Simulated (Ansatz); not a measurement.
An input for Ansatz 0.2.0 (BeS (honeycomb bilayer)):

```yaml
crystal:
  lattice:
    - [3.4248334337, 0.0, 0.0]
    - [-1.7124167168, 2.9659927573, 0.0]
    - [0.0, 0.0, 31.1]
  atoms:
    - { symbol: Be, position: [0.3333333333, 0.6666666667, 0.436898419] }
    - { symbol: S, position: [0.6666666667, 0.3333333333, 0.4366749205] }
    - { symbol: Be, position: [0.3333333333, 0.6666666667, 0.563101581] }
    - { symbol: S, position: [0.6666666667, 0.3333333333, 0.5633250795] }
  periodic: [true, true, false]
kpoints:
  mp_grid: { grid: [6, 6, 1] }
hamiltonian:
  xc: pbesol
scf:
  occupations: { method: fixed }
  convergence: { dr2_threshold: 1.0e-10 }
gw:
  n_empty_bands: 465
  ecut_chi: 75.0
  qp_bands: [v2, c2]
  qp_kpoints: band_edges
  screening: { model: contour_deformation }
```

```sh
ansatz run input.yaml --threads 4 --pin off --max-ram 17510MiB --backend cpu --events-out ev --progress --plain --runs-dir out
```

Question: Estimate wall time and host memory on 4 threads of Arm Neoverse V1, shared host.

It took 3.8 min; on shared hardware allow 1.9 min to 7.5 min. Peak host memory was 4.4 GiB. The sizes that set the cost: 6127 plane waves a state, 7 irreducible k points, 473 bands summed, 505 plane waves in the screening and 9 SCF cycles.

The screening grows as filled bands × empty bands × pairs of k points, times the square of the screening basis for the matrix.

[Paths, hosts, dates, memory and timing lines, banners, echoed tables and standing remarks are left out of the program output.]

[Logs are printed without paths, hosts, clocks, repeated set-up lines and the standing remarks that a program may print on its own settings, such as how far it seeks lower states.]

[Runs of the session that timed out or met a known fault of the program may be left out.]

[Cells called generated may have been cut or substituted from an entry of the Crystallography Open Database or the Materials Project.]

[Hosts, paths, dates, database ids (printed as entryN), source tags and the programs' standing remarks are cut or masked in the printed files.]
